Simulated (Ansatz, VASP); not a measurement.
# MoS2 in VASP and in Ansatz

```
Mo S
1.0
     3.20580    0.00000    0.00000
    -1.60290    2.77631    0.00000
     0.00000    0.00000    6.27011
Mo S
1 2
Cartesian
  0.0000 0.0000 3.1351
  0.0000 1.8509 1.6009
  1.6029 0.9254 4.6692
```

Measurements of this composition are mostly on another form, of space group No. 194.

Alike in both runs: task single point; functional LDA; k mesh 10 × 10 × 5; no spin polarisation.

```csv
,VASP,Ansatz
version,VASP 6.6.1,Ansatz 0.2.0
potentials or method,"VASP PAW LDA potentials, release 64 (Mo_sv, S)","plane waves, PAW"
plane-wave cutoff (eV),520,500
occupations,"methfessel-paxton of order 1, width 0.05 eV","cold, width 0.05 eV"
valence electrons in the cell,26,26
```

```csv
,VASP,Ansatz,Ansatz less VASP
pressure (GPa),-3.2,-3.3,-0.11
largest component of the traceless stress (GPa),2.74,2.70,-0.043
```
